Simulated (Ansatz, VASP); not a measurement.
Two plane-wave programs on MoSe2

```
Mo Se
1.0
     3.28800    0.00000    0.00000
    -1.64400    2.84749    0.00000
     0.00000    0.00000   12.90000
Mo Se
2 4
Cartesian
  1.6440 0.9492 9.6750
  0.0000 1.8983 3.2250
  1.6440 0.9492 4.8375
  0.0000 1.8983 11.2875
  1.6440 0.9492 1.6125
  0.0000 1.8983 8.0625
```

Alike in both runs: task single point; functional PBEsol; k mesh 9 × 9 × 2; occupations fermi-dirac, width 0.05 eV; no spin polarisation.

|  | VASP | Ansatz |
| --- | --- | --- |
| version | VASP 6.6.1 | Ansatz 0.2.0 |
| potentials or method | VASP PAW PBE potentials, release 64 (Mo_sv, Se) | Ansatz PAW |
| plane-wave cutoff (eV) | 520 | 420 |
| valence electrons in the cell | 52 | 92 |

Ansatz gave:

| Quantity | Value |
| --- | --- |
| gap on the k mesh at the Fermi level (eV) | 0.88 |
| least direct gap on the mesh (eV) | 1.38 |
| pressure (GPa) | 3.2 |
| largest component of the traceless stress (GPa) | 3.78 |
| rms of the force components (eV/Å) | 0.375 |

**Question.** Which values does VASP return?

**Answer.** gap on the k mesh at the Fermi level (eV): 0.87; least direct gap on the mesh (eV): 1.37; pressure (GPa): 3.6; largest component of the traceless stress (GPa): 3.86; rms of the force components (eV/Å): 0.400.

Atom by atom the forces differ by 0.025 eV/Å (rms over components). With one functional, cell and mesh, what is left measures potentials, basis and numerics. The two sets of potentials don't hold the same shells in valence.

Caveats: the cell's inner coordinates are idealised or old, which leaves forces on the atoms; this functional lacks dispersion, which binds the layers, so the pressure and a relaxed spacing across them are unreliable; the PAW data sets were made with another functional, which shifts forces and pressure a little (VASP); an odd mesh through Γ misses points on the zone boundary, where band edges often lie (VASP); odd divisions of the mesh miss points on the zone boundary, where band edges often lie, so the gap on the mesh can be too wide (Ansatz); the PAW data sets come from PBE, with cores solved anew for the run's functional, which leaves a small shift of forces and pressure (Ansatz).
